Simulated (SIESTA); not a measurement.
The system is PbSe (Clausthalite).

```xyz
2
Lattice="0.0000 3.0606 3.0606 3.0606 0.0000 3.0606 3.0606 3.0606 0.0000" Properties=species:S:1:pos:R:3 pbc="T T T"
Pb    0.0000    0.0000    0.0000
Se    3.0606    3.0606    3.0606
```

Program: SIESTA 5.4.2. Alike in all runs: task band structure; cell as given; smearing fermi-dirac 0.05 eV; grid cutoff 500 Ry; energy shift 0.003 Ry. Hardware: 1 thread of Arm Neoverse N1 (shared host).

Question: Order these runs on this cell by their wall time, lowest first.
A. level PBE; potentials or basis PseudoDojo 0.4 standard (PBE files, fully relativistic), DZP (energy shift 0.003 Ry; two zetas on semicore shells); spin non-collinear, zero start, SOC; k mesh 6 × 6 × 6
B. level LDA; potentials or basis PseudoDojo 0.4 standard (LDA files), DZP (energy shift 0.003 Ry; two zetas on semicore shells); spin off; k mesh 8 × 8 × 8
C. level PBE; potentials or basis PseudoDojo 0.4 standard (PBE files), DZ (energy shift 0.003 Ry; two zetas on semicore shells); spin off; k mesh 8 × 8 × 8

Answer: C (27 s), B (64 s), A (170 s).

Caveats: the basis has no polarisation orbitals (some runs).
